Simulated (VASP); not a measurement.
# BAs: input slips in a phonon run and what they do, part 2 of 2

Aim: see how common mistakes in a phonon run show up, on BAs. The starting structure is a measured crystal structure from the Crystallography Open Database.

VASP 6.6.1.

Results so far: reference T2 700.6 cm⁻¹.

**3. Modes with finite displacements, else as the reference**

Level of this step: LDA; plane waves and PAW (As, B) (VASP).

Against step 2 the input has IBRION = 6, NFREE = 2, POTIM = 0.015 and no LEPSILON (also changed: NSW).

INCAR reads:

```
SYSTEM = BAs
PREC = Accurate
ENCUT = 450
EDIFF = 1E-08
NELM = 100
ISMEAR = 0
SIGMA = 0.03
LREAL = .FALSE.
ALGO = Normal
GGA = CA
NBANDS = 10
LORBIT = 11
LWAVE = .FALSE.
LCHARG = .FALSE.
KPAR = 2
IBRION = 6
NFREE = 2
POTIM = 0.015
NSW = 1
ISIF = 2
```

POSCAR reads:

```
BAs
1.0
    0.0000000000      2.3712535236      2.3712535236
    2.3712535236      0.0000000000      2.3712535236
    2.3712535236      2.3712535236      0.0000000000
As B
1 1
Direct
    0.7500000000      0.7500000000      0.7500000000
    0.0000000000      0.0000000000      0.0000000000
```

KPOINTS reads:

```
Automatic mesh
0
Gamma
8 8 8
0 0 0
```

PAW data sets: As and B (LDA family, release 64).

Run with:

```bash
> mpirun -np 2 vasp_std
```

What it wrote:

```text
[... set-up lines as in an earlier step ...]
 entering main loop
       N       E                     dE             d eps       ncg     rms          rms(c)
[... 13 cycles as in an earlier step ...]
   1 F= -.12923740E+02 E0= -.12923740E+02  d E =-.224941E-29
[...]
2 F= -.12921823E+02 E0= -.12921823E+02  d E =-.108999E-11
[...]
3 F= -.12921823E+02 E0= -.12921823E+02  d E =-.108918E-11
[...]
4 F= -.12921823E+02 E0= -.12921823E+02  d E =-.108530E-11
[...]
5 F= -.12921823E+02 E0= -.12921823E+02  d E =-.107926E-11
 Finite differences progress:
  Degree of freedom:   2/  2
  Displacement:        2/  2
  Total:               4/  4
```

Wall time 6.8 s (2 MPI ranks of Intel Xeon 6975P-C (Granite Rapids), shared host); peak memory 0.29 GiB; 13 s of CPU time.

From OUTCAR (step 3):

```text
  Total       -0.0006433      0.0029842      0.0029842      0.0000000      0.1161909      0.0000000
  in kB       -0.0386539      0.1792957      0.1792957      0.0000000      6.9810157      0.0000000
  external PRESSURE =       0.1066459 kB  Pullay stress =       0.0000000 kB

 POSITION                                       TOTAL-FORCE (eV/Angst)
 -----------------------------------------------------------------------------------
      3.55688      3.55688      3.55688        -0.255588      0.000000      0.000000
     -0.01500      0.00000      0.00000         0.255588     -0.000000     -0.000000
 -----------------------------------------------------------------------------------
    total drift:                                0.000038     -0.000000     -0.000000

  FREE ENERGIE OF THE ION-ELECTRON SYSTEM (eV)
  ---------------------------------------------------
  free  energy   TOTEN  =       -12.9218230887 eV

  energy  without entropy=      -12.9218230887  energy(sigma->0) =      -12.92182309

[... 2 parts as in an earlier step ...]

[... 1 further part left out ...]
[key lines of the parts left out:]
E-fermi :   6.6373
```

The last energy, forces and stress in OUTCAR belong to the last displaced cell, not to that of POSCAR.

With finite displacements, else as the reference the mode is T2 700.3 cm⁻¹, -0.3 cm⁻¹ from the reference.

**4. Modes with perturbation theory asked for with a meta-GGA**

A slip made on purpose: perturbation theory asked for with a meta-GGA. Against step 2 the input has METAGGA = R2SCAN, LASPH = .TRUE. and no GGA (also changed: NELM).

INCAR reads:

```
SYSTEM = BAs
PREC = Accurate
ENCUT = 450
EDIFF = 1E-08
NELM = 60
ISMEAR = 0
SIGMA = 0.03
LREAL = .FALSE.
ALGO = Normal
NBANDS = 10
LORBIT = 11
LWAVE = .FALSE.
LCHARG = .FALSE.
KPAR = 2
IBRION = 8
LEPSILON = .TRUE.
ISIF = 2
METAGGA = R2SCAN
LASPH = .TRUE.
```

POSCAR is that of step 3.

KPOINTS is that of step 3.

Run with:

```bash
> mpirun -np 2 vasp_std
```

What it wrote:

```text
[banner, memory and clock lines left out]
running    2 mpi-ranks, on    1 nodes
[...]
|                                                                             |
|               ----> ADVICE to this user running VASP <----                  |
|                                                                             |
|     You enforced a specific xc type in the INCAR file but a different       |
|     [... a line on the potential file left out ...]
|     I HOPE YOU KNOW WHAT YOU ARE DOING!                                     |
|                                                                             |

 LDA part: xc-table for (None), standard interpolation
 POSCAR, INCAR and KPOINTS ok, starting setup
[...]
entering main loop
       N       E                     dE             d eps       ncg     rms          rms(c)
DAV:   1    -0.148940455649E+03   -0.14894E+03   -0.35804E+03   580   0.650E+02
DAV:   2    -0.171425572468E+03   -0.22485E+02   -0.21787E+02   802   0.103E+02
[...]
1 F= -.17037912E+03 E0= -.17037912E+03  d E =-.265885E-11
|                                                                             |
|     EEEEEEE  RRRRRR   RRRRRR   OOOOOOO  RRRRRR      ###     ###     ###     |
|     E        R     R  R     R  O     O  R     R     ###     ###     ###     |
|     E        R     R  R     R  O     O  R     R     ###     ###     ###     |
|     EEEEE    RRRRRR   RRRRRR   O     O  RRRRRR       #       #       #      |
|     E        R   R    R   R    O     O  R   R                               |
|     E        R    R   R    R   O     O  R    R      ###     ###     ###     |
|     EEEEEEE  R     R  R     R  OOOOOOO  R     R     ###     ###     ###     |
|                                                                             |
|     You have switched on METAGGA and linear-response routines. This         |
|     combination is currently not supported. If you have selected            |
|     LEPSILON=.TRUE., you can try using LCALCEPS=.TRUE. instead. In all      |
|     other cases, VASP will stop. SOOO sorry...                              |
|                                                                             |
|       ---->  I REFUSE TO CONTINUE WITH THIS SICK JOB ... BYE!!! <----       |
|                                                                             |

1
1
```

Wall time 9 s (2 MPI ranks).

VASP stopped with this message: “You have switched on METAGGA and linear-response routines. This combination is currently not supported. If you have selected LEPSILON=.TRUE., you can try using LCALCEPS=.TRUE. instead”.

**5. Modes with a loose electronic threshold**

A slip made on purpose: a loose electronic threshold. Against step 2 the input has EDIFF = 1E-04, IBRION = 6, NFREE = 2, POTIM = 0.015 and no LEPSILON (also changed: NELM and NSW).

INCAR reads:

```
SYSTEM = BAs
PREC = Accurate
ENCUT = 450
EDIFF = 1E-04
NELM = 60
ISMEAR = 0
SIGMA = 0.03
LREAL = .FALSE.
ALGO = Normal
GGA = CA
NBANDS = 10
LORBIT = 11
LWAVE = .FALSE.
LCHARG = .FALSE.
KPAR = 2
IBRION = 6
NFREE = 2
POTIM = 0.015
NSW = 1
ISIF = 2
```

POSCAR is that of step 4.

KPOINTS is that of step 4.

Run with:

```bash
> mpirun -np 2 vasp_std
```

What it wrote:

```text
[... set-up lines as in an earlier step ...]
 entering main loop
       N       E                     dE             d eps       ncg     rms          rms(c)
[... 8 cycles as in an earlier step ...]
DAV:   9    -0.129237323554E+02   -0.24267E-04   -0.72165E-04   664   0.180E-01
   1 F= -.12923732E+02 E0= -.12923732E+02  d E =-.415446E-29
[...]
2 F= -.12921824E+02 E0= -.12921824E+02  d E =-.114645E-11
[...]
3 F= -.12921824E+02 E0= -.12921824E+02  d E =-.114882E-11
[...]
4 F= -.12921823E+02 E0= -.12921823E+02  d E =-.913807E-12
[...]
5 F= -.12921823E+02 E0= -.12921823E+02  d E =-.110667E-11
 Finite differences progress:
  Degree of freedom:   2/  2
  Displacement:        2/  2
  Total:               4/  4
```

Elapsed: 4.6 s, on 2 MPI ranks; peak memory 0.29 GiB; 8.2 s of CPU time.

From OUTCAR (step 5):

```text
  Total       -0.0004746      0.0031654      0.0031654      0.0000000      0.1169061      0.0000000
  in kB       -0.0285153      0.1901857      0.1901857      0.0000000      7.0239902      0.0000000
  external PRESSURE =       0.1172854 kB  Pullay stress =       0.0000000 kB

 POSITION                                       TOTAL-FORCE (eV/Angst)
 -----------------------------------------------------------------------------------
      3.55688      3.55688      3.55688        -0.255753      0.000000      0.000000
     -0.01500      0.00000      0.00000         0.255753     -0.000000     -0.000000
 -----------------------------------------------------------------------------------
    total drift:                                0.000385     -0.000001     -0.000001

  FREE ENERGIE OF THE ION-ELECTRON SYSTEM (eV)
  ---------------------------------------------------
  free  energy   TOTEN  =       -12.9218229652 eV

  energy  without entropy=      -12.9218229652  energy(sigma->0) =      -12.92182297

[... 2 parts as in an earlier step ...]

[... 1 further part left out ...]
[key lines of the parts left out:]
E-fermi :   6.6373
```

With a loose electronic threshold the mode is T2 701.6 cm⁻¹, +1.3 cm⁻¹ from finite displacements, else as the reference.

**6. Modes with a displacement typed far too large**

A slip made on purpose: a displacement typed far too large. Against step 2 the input has IBRION = 6, NFREE = 2, POTIM = 0.25 and no LEPSILON (also changed: NELM and NSW).

Changes to INCAR since step 5:

```diff
@@ -3,3 +3,3 @@
 ENCUT = 450
-EDIFF = 1E-04
+EDIFF = 1E-08
 NELM = 60
@@ -17,3 +17,3 @@
 NFREE = 2
-POTIM = 0.015
+POTIM = 0.25
 NSW = 1
```

POSCAR is that of step 5.

KPOINTS is that of step 5.

Run with:

```bash
> mpirun -np 2 vasp_std
```

What it wrote:

```text
[... set-up lines as in an earlier step ...]
 entering main loop
       N       E                     dE             d eps       ncg     rms          rms(c)
[... 13 cycles as in an earlier step ...]
   1 F= -.12923740E+02 E0= -.12923740E+02  d E =-.224941E-29
[...]
2 F= -.12921823E+02 E0= -.12921823E+02  d E =-.108999E-11
[...]
3 F= -.12921823E+02 E0= -.12921823E+02  d E =-.108918E-11
[...]
4 F= -.12921823E+02 E0= -.12921823E+02  d E =-.108530E-11
[...]
5 F= -.12921823E+02 E0= -.12921823E+02  d E =-.107926E-11
 Finite differences progress:
  Degree of freedom:   2/  2
  Displacement:        2/  2
  Total:               4/  4
```

Elapsed: 6.8 s, on 2 MPI ranks; peak memory 0.29 GiB; 12 s of CPU time.

OUTCAR, selected parts (step 6):

```text
[... 6 parts as in an earlier step ...]

[... 1 further part left out ...]
[key lines of the parts left out:]
E-fermi :   6.6373
```

With a displacement typed far too large the mode is T2 700.3 cm⁻¹, as with finite displacements, else as the reference.

**7. Modes with a k mesh far too coarse**

A slip made on purpose: a k mesh far too coarse. Against step 2 the input has a 2×2×2 mesh (also changed: NELM and KPAR).

Changes to INCAR since step 6:

```diff
@@ -14,7 +14,4 @@
 LCHARG = .FALSE.
-KPAR = 2
-IBRION = 6
-NFREE = 2
-POTIM = 0.25
-NSW = 1
+IBRION = 8
+LEPSILON = .TRUE.
 ISIF = 2
```

POSCAR is that of step 6.

KPOINTS reads:

```
Automatic mesh
0
Gamma
2 2 2
0 0 0
```

Run with:

```bash
> mpirun -np 2 vasp_std
```

What it wrote:

```text
[banner, memory and clock lines left out]
running    2 mpi-ranks, on    1 nodes
[...]
LDA part: xc-table for (Slater(with rela. corr.)+CA(PZ))
 , standard interpolation
 POSCAR, INCAR and KPOINTS ok, starting setup
[...]
entering main loop
       N       E                     dE             d eps       ncg     rms          rms(c)
DAV:   1     0.179358916482E+02    0.17936E+02   -0.42018E+03    60   0.680E+02
DAV:   2    -0.103453459413E+02   -0.28281E+02   -0.25843E+02    76   0.108E+02
DAV:   3    -0.112032171463E+02   -0.85787E+00   -0.85539E+00    72   0.193E+01
DAV:   4    -0.112062296091E+02   -0.30125E-02   -0.30124E-02    70   0.127E+00
[...]
DAV:  11    -0.997281651298E+01   -0.31522E-06   -0.33377E-06    68   0.118E-02    0.110E-02
DAV:  12    -0.997281638182E+01    0.13116E-06   -0.14290E-06    68   0.571E-03    0.357E-03
DAV:  13    -0.997281637962E+01    0.21994E-08   -0.33750E-08    74   0.140E-03
   1 F= -.99728164E+01 E0= -.99728164E+01  d E =-.509602E-26
[...]
RMM:  14    -0.385342526783E-01    0.16734E-06   -0.22749E-07   120   0.938E-05    0.452E-08
 first order change of Fermi-energy   0.19130E-01
 force on displaced ion       1 direction 1 : -23.994  -0.000  -0.000
 Born effective charge ion    1 direction 1 :  -4.559   0.000   0.000
 Linear response progress:
  Degree of freedom:   2/  2
       N       E                     dE             d eps       ncg     rms          rms(c)
RMM:   1    -0.464900898764E-01   -0.46490E-01    0.16739E-02   225   0.110E+00
RMM:   2    -0.450641782967E-01    0.14259E-02   -0.35059E-05   166   0.155E-01    0.132E-01
RMM:   3    -0.450651906907E-01   -0.10124E-05   -0.51498E-04   160   0.883E-02    0.651E-02
RMM:   4    -0.453596118699E-01   -0.29442E-03   -0.39237E-04   162   0.731E-02    0.116E-02
[...]
RMM:  10    -0.453144526259E-01   -0.82796E-07   -0.39995E-11   176   0.833E-05    0.139E-06
RMM:  11    -0.453145428479E-01   -0.90222E-07    0.15990E-09   166   0.825E-05    0.132E-07
RMM:  12    -0.453144546129E-01    0.88235E-07   -0.42239E-10   136   0.821E-05    0.673E-08
 first order change of Fermi-energy  -0.18527E-01
 force on displaced ion       2 direction 1 : -23.991  -0.000  -0.000
 Born effective charge ion    2 direction 1 :  -5.038   0.000   0.000
 Born effective charges drift removed
 Linear response finished
```

Wall time 3.8 s (2 MPI ranks); peak memory 0.23 GiB; 6.7 s of CPU time.

OUTCAR, selected parts (step 7):

```text
  Total        2.0120103      2.0120103      2.0120103      0.0000000     -0.0000000      0.0000000
  in kB      120.8862256    120.8862256    120.8862256      0.0000000     -0.0000000      0.0000000
  external PRESSURE =     120.8862256 kB  Pullay stress =       0.0000000 kB

 POSITION                                       TOTAL-FORCE (eV/Angst)
 -----------------------------------------------------------------------------------
      3.55688      3.55688      3.55688        -0.000000     -0.000000     -0.000000
      0.00000      0.00000      0.00000         0.000000      0.000000      0.000000
 -----------------------------------------------------------------------------------
    total drift:                               -0.000000     -0.000000     -0.000000

 MACROSCOPIC STATIC DIELECTRIC TENSOR (including local field effects in DFT)
 ------------------------------------------------------
          35.386561    -0.000000    -0.000000
           0.000000    35.386561     0.000000
           0.000000     0.000000    35.386561
 ------------------------------------------------------

 MACROSCOPIC STATIC DIELECTRIC TENSOR IONIC CONTRIBUTION
 ------------------------------------------------------
           0.016113     0.000000    -0.000000
           0.000000     0.016113     0.000000
          -0.000000     0.000000     0.016113
 ------------------------------------------------------

[... 1 part as in an earlier step ...]

[... 1 further part left out ...]
```

With a k mesh far too coarse the mode is T2 831.0 cm⁻¹, +130.4 cm⁻¹ from the reference.

**8. Comparison**

```csv
run,ended,T2,method,core minutes
reference,converged,700.6,perturbation theory,0.733
"finite displacements, else as the reference",converged,700.3,finite displacements,0.227
perturbation theory asked for with a meta-GGA,stopped by VASP,-,perturbation theory,0.3
a loose electronic threshold,converged,701.6,finite displacements,0.153
a displacement typed far too large,converged,700.3,finite displacements,0.227
a k mesh far too coarse,converged,831.0,perturbation theory,0.127
```

Modes are in cm⁻¹, degenerate ones as one, matched between runs by symmetry and order. A number in brackets counts the listed modes of one symmetry from the lowest. The symmetry labels come from an automatic analysis and can be wrong where levels nearly coincide. Core minutes are wall time times ranks of the run shown, on a shared host.

**9. What came out**

```yaml
t2_reference: 700.6 cm⁻¹
t2_finite_displacements_else_as_the_reference: 700.3 cm⁻¹
t2_a_loose_electronic_threshold: 701.6 cm⁻¹
t2_a_displacement_typed_far_too_large: 700.3 cm⁻¹
t2_a_k_mesh_far_too_coarse: 831.0 cm⁻¹
run_with_perturbation_theory_asked_for_with_a_meta_gga: stopped by VASP
```

In words: VASP stopped by itself in the run with perturbation theory asked for with a meta-GGA. Finished, but with signs in the output that stand out against the reference: a loose electronic threshold, with modes off by up to +1.3 cm⁻¹, in T2 (signs: a pressure of -0.2 GPa on the undisplaced cell); a k mesh far too coarse, with modes off by up to +130 cm⁻¹, in T2 (signs: a pressure of 12.1 GPa on the undisplaced cell). The displacement typed far too large never took effect: VASP put its default in its place. Runs with finite displacements are held against the sound run of that kind. The dielectric constants and Born charges in the logs aren't compared here; at a small gap they can be far off, and in a run without a gap they mean nothing. The frequencies are harmonic, and the splitting of polar modes by their long-range field is left out. Further runs on this material are not shown.

[Lines on the potential files, build, host, timing and source positions are cut from VASP's logs without a mark.]

[Logs are printed without paths, hosts, clocks, repeated set-up lines and the standing remarks that a program may print on its own settings, such as how far it seeks lower states.]

[Hosts, paths, dates, database ids (printed as entryN), source tags and the programs' standing remarks are cut or masked in the printed files.]
